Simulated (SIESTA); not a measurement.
The system is Co.

```
Co
1.0
     2.47056    0.00000    0.00000
    -1.23528    2.13957    0.00000
     0.00000    0.00000    8.08823
Co
4
Direct
  0.66667 0.33333 0.75000
  0.00000 0.00000 0.50000
  0.33333 0.66667 0.25000
  0.00000 0.00000 0.00000
```

Program: SIESTA 5.4.2. Alike in all runs: task single point; level PBE; potentials or basis PseudoDojo 0.4 standard (PBE files), DZP (energy shift 0.003 Ry; two zetas on semicore shells); spin collinear, ferromagnetic start; cell as given; k mesh 8 × 8 × 3; smearing fermi-dirac 0.05 eV; grid cutoff 800 Ry; energy shift 0.003 Ry; the mesh is coarse, so values aren't converged.

**Question.** Order these runs on this cell by their pressure, lowest first.
A. fixed moment (μB) 8.0
B. fixed moment (μB) 4.0
C. fixed moment (μB) 6.0
D. fixed moment (μB) 10.0

**Answer.** B (-3.5 GPa), C (2.4 GPa), A (12.3 GPa), D (27.4 GPa).

Caveats: all runs use coarse meshes; short orbitals over semicore shells can move pressures by several GPa; the basis of atomic orbitals isn't converged, which shifts pressures, moduli and gaps; the total moment is fixed, so each spin has its own Fermi level; the moment is held away from its start (some runs).
